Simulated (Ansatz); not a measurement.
## Compressing W: a fit and a missing row

W, Im-3m, a = 3.154 Å. Ansatz: PBEsol, PAW, 420 eV, Γ-centred 18×18×18 mesh on 1 atom, Gaussian smearing 0.10 eV; no spin polarisation. Symmetry fixes shape and atoms, so the cell is only scaled; pressure is positive in compression.

```
V (Å³/atom) P (GPa)
     14.751    22.86
     15.222        ?
     15.693     0.00
     16.164    -9.06
     16.634   -16.78
```

Question: Take V0 = 15.693 Å³/atom, fit the third-order Birch–Murnaghan form to the other rows, and predict the missing pressure.

Answer: With the Eulerian strain f = ½[(V0/V)^(2/3) − 1] and y = P/[3f(1 + 2f)^(5/2)], the form is the line y = B0 + 1.5 B0 (B0′ − 4) f. Rows (f, y): 0.02107, 326.2; -0.00976, 325.1; -0.01904, 323.7. Means f = -0.002577, y = 325.00; Σ(Δf)² = 0.0008818, ΣΔfΔy = 0.04906; the slope is their ratio. y = 325.1 + 55.64 f GPa, so B0 = 325.1 GPa and B0′ = 4 + 2 × (55.64)/(3 × 325.1) = 4.11. At V = 15.222, f = 0.01026, y = 325.67 and P = 10.55 GPa. The run gave 10.60 GPa, so the fit is 0.05 GPa too low, a small miss on the scale of the series.

Spin–orbit coupling is left out, which can shift energies with elements as heavy as these.